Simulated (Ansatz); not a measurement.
The structure is an experimental refinement, used without relaxation. The listed cell was then made from it by scaling, straining or moving an atom.

Eu: DFT, PBE, PAW with Ansatz's default frozen-core files, scalar-relativistic (Ansatz 0.2.0). What sets it apart from a plain run of this crystal: volume scaled by 0.98.

```yaml
crystal:
  lattice:
    - [-2.2602277278, 2.2602277278, 2.2602277278]
    - [2.2602277278, -2.2602277278, 2.2602277278]
    - [2.2602277278, 2.2602277278, -2.2602277278]
  atoms:
    - { symbol: Eu, position: [0.0, 0.0, 0.0], spin: 7.0 }
magnetization:
  spin_polarized: true
kpoints:
  mp_grid: { grid: [11, 11, 11] }
scf:
  occupations: { method: fermi_dirac, width: 0.03 }
hamiltonian:
  xc: pbe
  pseudopotentials: { kind: paw }
output:
  forces: true
  stress: true
  eigenvalues: true
  efg: { contact_densities: true }
```

Output (standing set-up lines are left out):

```
Crystal: 1 atoms, lattice volume = 46.187 Å³
iter 1 solved again at ethr=2.04e-3 eV; its pass at ethr=3.10e-3 eV (dr2=3.48e-1 eV) is discarded
SCF iter   1: F=—  HF=-8765.367162 eV  |F-HF|=—  |Δ(HF+E_count)|=         —  Δρ=4.66e-2 (↑4.66e-2 ↓1.84e-2)  dr2=3.51e-1  dr2_m=4.25e-1  M=7.170 μB ∫|m|=7.170 μB  β_m=0.30  ethr=2.04e-3  ⟨swp⟩=1.0  Hψ=10497  notcnv=0
Mixer restart at iter 1: flushing history
preconditioner: auto → Kerker (q_TF=auto, 2.310 Å⁻¹)  [metal: Δε(μ)=0.007 eV  Ē_g=3.720 eV  σ=0.030 eV  W_gap=0.06  n_scr=12 (ndim 8)  ℏωp=16.4 eV  f_vac=0.000  D(μ)=4.31/eV (n_scr^D=54)]
spin=Collinear: Kerker preconditioning applied to the charge; magnetization (m = ρ↑ − ρ↓) channel mixes plain (no charge-response kernel on spin).
SCF iter   2: F=—  HF=-8765.696311 eV  |F-HF|=—  |Δ(HF+E_count)|=   3.29e-1  Δρ=2.92e-2 (↑2.92e-2 ↓1.30e-2)  dr2=1.18e-1  dr2_m=1.79e-1  M=7.165 μB ∫|m|=7.165 μB  β_m=0.47  ethr=2.04e-3  ⟨swp⟩=3.0  Hψ=3597  notcnv=0
SCF iter   3: F=—  HF=-8766.133209 eV  |F-HF|=—  |Δ(HF+E_count)|=   4.37e-1  Δρ=1.65e-2 (↑1.65e-2 ↓3.92e-3)  dr2=7.37e-2  dr2_m=4.07e-2  M=7.210 μB ∫|m|=7.210 μB  β_m=0.70  ethr=6.96e-4  ⟨swp⟩=2.8  Hψ=4249  notcnv=0
SCF iter   4: F=—  HF=-8766.424098 eV  |F-HF|=—  |Δ(HF+E_count)|=   2.91e-1  Δρ=5.73e-3 (↑5.73e-3 ↓2.79e-3)  dr2=3.75e-2  dr2_m=2.06e-3  M=7.285 μB ∫|m|=7.285 μB  β_m=0.85  ethr=4.33e-4  ⟨swp⟩=3.2  Hψ=4747  notcnv=0
SCF iter   5: F=—  HF=-8766.458529 eV  |F-HF|=—  |Δ(HF+E_count)|=   3.44e-2  Δρ=1.17e-3 (↑1.17e-3 ↓1.01e-3)  dr2=2.08e-3  dr2_m=1.15e-4  M=7.293 μB ∫|m|=7.293 μB  β_m=0.93  ethr=2.21e-4  ⟨swp⟩=3.4  Hψ=4833  notcnv=0  defer=4
SCF iter   6: F=—  HF=-8766.459716 eV  |F-HF|=—  |Δ(HF+E_count)|=   1.19e-3  Δρ=1.06e-3 (↑1.06e-3 ↓2.84e-4)  dr2=8.00e-4  dr2_m=1.28e-4  M=7.276 μB ∫|m|=7.276 μB  β_m=0.96  ethr=1.23e-5  ⟨swp⟩=2.3  Hψ=3989  notcnv=0  defer=23
SCF iter   7: F=—  HF=-8766.460007 eV  |F-HF|=—  |Δ(HF+E_count)|=   2.91e-4  Δρ=9.99e-5 (↑9.99e-5 ↓5.04e-5)  dr2=8.75e-6  dr2_m=1.03e-6  M=7.272 μB ∫|m|=7.272 μB  β_m=0.98  ethr=4.70e-6  ⟨swp⟩=2.2  Hψ=3418  notcnv=0  defer=27
SCF iter   8: F=—  HF=-8766.456779 eV  |F-HF|=—  |Δ(HF+E_count)|=   3.23e-3  Δρ=2.42e-5 (↑2.42e-5 ↓1.18e-5)  dr2=2.52e-7  dr2_m=7.43e-8  M=7.271 μB ∫|m|=7.271 μB  β_m=0.99  ethr=5.15e-8  ⟨swp⟩=2.0  Hψ=2805  notcnv=0  defer=27
SCF iter   9: F=—  HF=-8766.456780 eV  |F-HF|=—  |Δ(HF+E_count)|=   9.19e-7  Δρ=1.10e-5 (↑1.10e-5 ↓2.53e-6)  dr2=5.58e-8  dr2_m=1.27e-8  M=7.271 μB ∫|m|=7.271 μB  β_m=1.00  ethr=1.48e-9  ⟨swp⟩=2.0  Hψ=2776  notcnv=0  defer=27
iter 10 met the thresholds in force, and the SCF goes on: an eigenvalue changes by 1.23 meV, over its tolerance of 0.50 meV (output.eigenvalues, Limitations)
SCF iter  10: F=-8766.456780 eV  HF=-8766.456780 eV  |F-HF|=4.38e-8  |Δ(HF+E_count)|=   7.93e-8  Δρ=1.03e-5 (↑1.03e-5 ↓1.14e-6)  dr2=4.10e-8  dr2_m=1.19e-8  M=7.271 μB ∫|m|=7.271 μB  β_m=1.00  ethr=3.28e-10  ⟨swp⟩=4.4  Hψ=8152  notcnv=0
SCF iter  11: F=-8766.456780 eV  HF=-8766.456780 eV  |F-HF|=2.38e-10  |Δ(HF+E_count)|=   3.91e-9  Δρ=1.05e-6 (↑1.05e-6 ↓4.36e-7)  dr2=5.54e-10  dr2_m=1.48e-10  M=7.271 μB ∫|m|=7.271 μB  ethr=2.41e-10  ⟨swp⟩=2.5  Hψ=5067  notcnv=0
SCF 1 converged in 11 iterations: F = -8766.456780 eV  dr2 = 5.54e-10
  greatest PAW one-centre occupation: 1.001 electrons in one spin orbital (limit 2), on the Eu atom at site 0 (counted from 0), in its partial waves of l = 0
the search or the solves at the SCF's close seem to have found levels that the self-consistency loop had missed (the run counts 1). By its estimate they hold under 1e-12 electrons; where the run keeps them, the occupations were computed again with them
SCF converged after 11 iterations
an eigenvalue changed by more than its tolerance at an iteration that met the thresholds in force, so the SCF went on 1 time: the last check found none over its tolerance
Magnetization: 7.2715 μB (12.1357 up, 4.8643 down)
Absolute magnetization: 7.2715 μB (∫|ρ↑−ρ↓|, with the PAW one-centre terms)
Spin contamination: 0.0043 ħ² per cell (⟨S²⟩ above its minimum at these occupations)
Per-site moments (μB) at R_I (Å): [(7.038445226982785, 1.6148670702555428)]
Free energy (F): -8766.456780 eV
Harris-Foulkes:  -8766.456780 eV  (|F-HF|=2.38e-10)
Internal energy: -8766.452390 eV  (E = F + TS)
E sigma→0 (E₀):  -8766.454585 eV
Entropy (-TS):   -0.004390 eV (-4.390 meV/atom)
Fermi energy:    8.196758 eV
--- Per-component energies (eV) ---
  E_band       = -62.470129
  E_kinetic    = 348.606430
  E_local      = -2239.687457  (includes V_loc(G=0)·N_el)
  E_nonlocal   = 475.771617
  E_hartree    = 888.689467
  E_xc         = -175.655686
  E_vxc        = -200.754393  (∫ρ·V_xc dr)
  E_paw        = -6389.051189  (= ΣΔE_a)
  E_vpaw       = -223.783964  (= ΣTr[D̂ρ^β])
  E_aug_tail   = -0.000000  (compensation charges beyond the density's cutoff)
  E_ewald      = -1675.125572
  E_smearing   = -0.004390  (= −TS)
  E_closure    = -0.000000  (closes the sum)
  Σ components = -8766.456780   (vs F -8766.456780, Δ=0.00e0)
--- Forces (eV/Å), atoms counted from 1 ---
  atom   1  Eu     0.00000000    -0.00000000    -0.00000000
  max |Σ_I F_I| component: 5.26e-31 eV/Å
--- Stress (GPa, compression-positive) ---
       -1.082725       0.000000       0.000000
       -0.000000      -1.082725      -0.000000
       -0.000000       0.000000      -1.082725
  P = ⅓ Tr σ = -1.0827 GPa (-10.827 kbar)
--- PAW observables at the nuclei: V_zz in 10²¹ V/m², potentials from the cell's mean, atoms counted from 1 ---
  atom   1  Eu V_zz =    +0.000000   η = 0.0000   by run symmetry: forbidden
            electrostatic potential = -11494.031458 V   contact ρ = 3677822.037768 e/Å³   contact ρ_s (e/Å³): all electrons +5.077817, valence +65.370075
--- Band table (eV; the first three rows and the last of 112) ---
  k-point 0 ↑: bands = ["-33.4992", "-12.1084", "-12.1084", "-12.1084", "3.9759", "7.6418", "7.6418", "7.6418", "7.7727", "7.7727", "7.7727", "7.8087", "9.9553", "9.9553", "9.9553", "11.5047"]
  k-point 1 ↑: bands = ["-33.4974", "-12.1353", "-12.1171", "-12.1084", "4.1487", "7.6412", "7.6443", "7.6474", "7.7642", "7.7678", "7.7688", "7.7963", "9.8321", "9.8957", "10.1411", "11.3335"]
  k-point 2 ↑: bands = ["-33.4926", "-12.2065", "-12.1403", "-12.1085", "4.6387", "7.6404", "7.6489", "7.6645", "7.7407", "7.7437", "7.7614", "7.7861", "9.5301", "9.6020", "10.6722", "11.1829"]
  k-point 55 ↓: bands = ["-30.3223", "-10.0127", "-10.0065", "-10.0065", "8.0475", "8.0581", "11.9001", "11.9012", "11.9012", "12.2114", "12.5475", "12.5475", "12.5534", "13.4861", "13.4861", "13.7373"]
```

Semilocal functionals without a Hubbard term describe localised f shells poorly; where the shell is localised, the real material differs.

Other magnetic orders may lie lower; this is the state that the run reached.
